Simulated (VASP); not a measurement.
# PtS2: band structure with PBE

Crystal: PtS2.

```
Pt S
1.0
     3.54320    0.00000    0.00000
    -1.77160    3.06850    0.00000
     0.00000    0.00000    5.03880
Pt S
1 2
Direct
  0.00000 0.00000 0.00000
  0.66667 0.33333 0.77300
  0.33333 0.66667 0.22700
```

```json
{"Program": "VASP 6.6.1", "Task": "band structure", "Functional": "PBE", "Potentials or basis": "VASP PAW PBE potentials, release 64 (Pt, S)", "Cutoff": "520 eV", "k mesh": "6 × 6 × 4", "Occupations": "gaussian, width 0.02 eV", "Spin": "spin-orbit coupling, no magnetisation", "Ladder": "gaps", "Further INCAR settings": "ALGO = Normal; EDIFF = 1e-06; NBANDS = 35"}
```

| Property | Result |
| --- | --- |
| Pressure | 11.2 GPa |
| Largest force | 1.246 eV/Å |
| Valence electrons inside the program's atomic spheres | Pt 9.63; S 3.67 |

Forces in eV/Å, atoms in the order of the input:
```
Pt   0.000  0.000  0.000
S    0.000  0.000 -1.246
S    0.000  0.000  1.246
```

Stress tensor (GPa, compression positive):
```
11.66  0.00  0.00
 0.00 11.66  0.00
 0.00  0.00 10.41
```

Wall time 2.2 min on 2 MPI ranks on Intel(R) Xeon(R) 6975P-C (Granite Rapids), with other jobs on the host, peak memory 0.35 GiB a rank.

Caveat: forces of over 1 eV/Å show positions far from the minimum, so gaps and moduli don't describe the material at rest.
